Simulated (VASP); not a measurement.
A run of VASP 6.6.1:

INCAR

```
SYSTEM = MgO2
PREC = Accurate ; ENCUT = 520
EDIFF = 1E-6 ; ISMEAR = 0
SIGMA = 0.02 ; LREAL = .False.
LASPH = .True. ; NELM = 100
ALGO = Normal ; ISIF = 2
LWAVE = .False. ; LCHARG = .False.
GGA = PS ; NBANDS = 14
```

Contents of KPOINTS:

```
Automatic mesh
0
Gamma
  12 12 12
  0 0 0
```

Contents of POSCAR:

```
MgO2
1.0
    1.6058201583      0.9271207007      3.6011042672
   -1.6058201583      0.9271207007      3.6011042672
    0.0000000000     -1.8542414014      3.6011042672
Mg O
1 2
Direct
    0.0000000000      0.0000000000      0.0000000000
    0.4252806987      0.4252806987      0.4252806987
    0.5747193013      0.5747193013      0.5747193013
```

Potentials or basis: VASP PAW PBE potentials, release 64 (Mg, O).

Command:

```bash
$ cat potpaw_PBE.64/Mg/POTCAR potpaw_PBE.64/O/POTCAR > POTCAR
$ mpirun -np 1 vasp_std > vasp.out
```

Hardware: 1 thread of Intel(R) Xeon(R) 6975P-C (Granite Rapids) (shared host).

**Question.** Estimate the wall time of this run.

**Answer.** It took 40 s on 1 thread of Intel(R) Xeon(R) 6975P-C (Granite Rapids), with other jobs on the host, peak memory 0.23 GiB. Counts: scf iterations 13, k points 189.
